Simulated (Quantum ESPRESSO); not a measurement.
**TiC: phonon dispersion with PBEsol**

TiC:

```
Ti C
1.0
     0.00000    2.16572    2.16572
     2.16572    0.00000    2.16572
     2.16572    2.16572    0.00000
Ti C
1 1
Direct
  0.00000 0.00000 0.00000
  0.50000 0.50000 0.50000
```

The cell is a database's computed one.

```
Program             : Quantum ESPRESSO 7.5
Task                : phonon dispersion
Functional          : PBEsol
Potentials or basis : PseudoDojo 0.4.1 SR PBEsol standard
Cutoff              : 1143 eV
Density cutoff      : 4572 eV
k mesh              : 8 × 8 × 8
Occupations         : cold, width 0.2 eV
Spin                : no spin polarisation
Mixing beta         : 0.5
Most SCF iterations : 120
SCF threshold       : 4e-10 Ry
q mesh              : 2 × 2 × 2
```

```
Relaxed volume                         : 9.90 Å³/atom
Relaxed cell                           : a = 3.037 Å, b = 3.037 Å, c = 3.037 Å, α = 60.00°, β = 60.00°, γ = 60.00°
Space group after relaxing (to 0.05 Å) : Fm-3m (No. 225)
Pressure after relaxing                : 0.0 GPa
Band gap on the k mesh                 : none (metal or under the smearing width)
Highest phonon frequency               : 735 cm⁻¹
Zero-point energy                      : 0.084 eV/atom
```

The path:
```csv
step,energy change (eV),largest force (eV/Å),pressure (GPa),volume (Å³)
1,0.0000,0.0000,-6.55,20.32
2,-0.0097,0.0000,2.14,19.65
3,-0.0108,0.0000,-0.08,19.81
4,-0.0108,0.0000,0.00,19.80
```

Final structure:
```
Ti C
1.0
     0.00000    2.14724    2.14724
     2.14724    0.00000    2.14724
     2.14724    2.14724    0.00000
Ti C
1 1
Direct
  0.00000 0.00000 0.00000
  0.50000 0.50000 0.50000
```

Levels at points of the mesh, in eV from the Fermi level:
```csv
k point,band 6,band 7,band 8,band 9,band 10,band 11
"(0.00, 0.00, 0.00)",0.75,0.75,0.75,1.80,1.80,1.80
"(0.00, 0.00, -0.50)",-5.94,-2.92,-2.92,3.11,3.11,4.34
"(0.00, -0.50, -0.50)",-3.40,-1.69,0.06,0.06,2.93,3.74
```

Phonon frequencies in cm⁻¹ (negative: imaginary):
```
              q point              frequencies
(0.000, 0.000, 0.000)        0 0 0 562 562 562
(0.318, 0.000, 0.318)  281 281 341 566 566 597
(0.500, 0.150, 0.650)  314 326 363 558 571 601
(0.346, 0.346, 0.692)  280 357 377 550 613 626
(0.144, 0.144, 0.288)  179 231 304 556 588 623
(0.091, 0.091, 0.091)    85 85 139 562 562 576
(0.409, 0.409, 0.409)  261 261 446 582 582 721
(0.589, 0.321, 0.589)  278 331 402 556 597 655
(0.500, 0.275, 0.725)  313 347 357 566 597 604
(0.500, 0.450, 0.550)  270 278 455 581 586 725
(0.431, 0.431, 0.639)  275 312 424 565 593 683
(0.562, 0.125, 0.562)  299 321 367 540 558 596
```

Phonon frequencies at the corners of the path (cm⁻¹, interpolated; i marks imaginary ones):
| point | frequencies |
| --- | --- |
| Γ | 0 0 0 562 562 562 |
| X | 303 303 369 537 537 591 |
| W | 320 349 349 569 597 597 |
| K | 287 360 362 547 604 608 |
| L | 269 269 462 585 585 735 |
| U | 287 360 362 547 604 608 |

Phonon states per cell in windows of 50 cm⁻¹ (negative: imaginary):
| from (cm⁻¹) | total | Ti | C |
| --- | --- | --- | --- |
| 0 | 0.00 | 0.00 | 0.00 |
| 50 | 0.01 | 0.01 | 0.00 |
| 100 | 0.03 | 0.03 | 0.01 |
| 150 | 0.10 | 0.08 | 0.01 |
| 200 | 0.28 | 0.26 | 0.02 |
| 250 | 1.04 | 1.01 | 0.02 |
| 300 | 0.69 | 0.68 | 0.01 |
| 350 | 0.58 | 0.57 | 0.01 |
| 400 | 0.28 | 0.28 | 0.00 |
| 450 | 0.01 | 0.01 | 0.00 |
| 500 | 0.05 | 0.00 | 0.05 |
| 550 | 1.87 | 0.06 | 1.80 |
| 600 | 0.65 | 0.01 | 0.63 |
| 650 | 0.37 | 0.01 | 0.36 |
| 700 | 0.07 | 0.00 | 0.07 |

Harmonic thermodynamics per atom at this volume (zero-point energy 84.4 meV, Debye temperature from the second moment 890 K):
| T (K) | free energy (meV) | entropy (k_B) | heat capacity Cv (k_B) |
| --- | --- | --- | --- |
| 50 | 84.3 | 0.01 | 0.04 |
| 100 | 84.1 | 0.14 | 0.41 |
| 200 | 80.5 | 0.73 | 1.40 |
| 298.15 | 71.4 | 1.42 | 2.03 |
| 500 | 35.7 | 2.63 | 2.58 |
| 800 | -49.8 | 3.90 | 2.82 |

It took 5.2 min on 4 MPI ranks on Arm Neoverse V1, on a shared host, peak memory 0.36 GiB a rank.

Caveat: the k mesh is coarse; the mesh is thin for the phonons of a metal; the q mesh is small, so phonon branches between its points and thermal values are rough.
